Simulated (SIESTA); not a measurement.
# CdSe: relaxation of cell and atoms with PBE

Crystal: CdSe.

```
CELL_PARAMETERS angstrom
0.00000 3.07027 3.07027
3.07027 0.00000 3.07027
3.07027 3.07027 0.00000
ATOMIC_POSITIONS crystal
Cd 0.00000 0.00000 0.00000
Se 0.25000 0.25000 0.25000
```

Measurements of this composition are mostly on another form, of space group No. 186.

```yaml
Program: SIESTA 5.4.2
Task: relaxation of cell and atoms
Functional: PBE
Potentials_or_basis: PseudoDojo 0.4 standard (PBE files)
Basis: DZP (energy shift 0.002 Ry)
Grid_cutoff: 1200 Ry
Energy_shift: 0.002 Ry
k_mesh: 6 × 6 × 6
Occupations: fermi-dirac, width 0.05 eV
Spin: no spin polarisation
optimiser: Broyden
force_tolerance: 0.01 eV/Å
stress_tolerance_GPa: 0.05
```

```yaml
Relaxed_volume: 30.13 Å³/atom
Relaxed_cell: a = 4.401 Å, b = 4.401 Å, c = 4.401 Å, α = 60.00°, β = 60.00°, γ = 60.00°
Space_group_after_relaxing_to_0.05_Å: F-43m (No. 216)
Energy_gained_by_relaxing: 7.2 meV/atom
Ionic_steps: 4
Pressure_after_relaxing: 0.0 GPa
Band_gap_on_the_k_mesh: 0.70 eV, direct
```

Step by step:
```
step  energy change (eV)  largest force (eV/Å)  pressure (GPa)  volume (Å³)
   1              0.0000                0.0000            2.05        57.88
   2             -0.0013                0.0000            1.95        57.99
   3             -0.0144                0.0001            0.12        60.10
   4             -0.0144                0.0001           -0.01        60.26
```

Final structure:
```xyz
2
Lattice="0.0001 3.1117 3.1117 3.1117 0.0001 3.1117 3.1117 3.1117 0.0001" Properties=species:S:1:pos:R:3 pbc="T T T"
Cd    0.0000    0.0000    0.0000
Se    1.5559    1.5559    1.5559
```

Run time: 2.1 min on 1 thread of Arm Neoverse V1, on a shared host, peak memory 0.47 GiB.

Caveat: semicore shells carry a single zeta, which can move pressures by several GPa and volumes by a few percent; the basis of atomic orbitals isn't converged, which shifts pressures, moduli and gaps. A k mesh can miss the band edges.
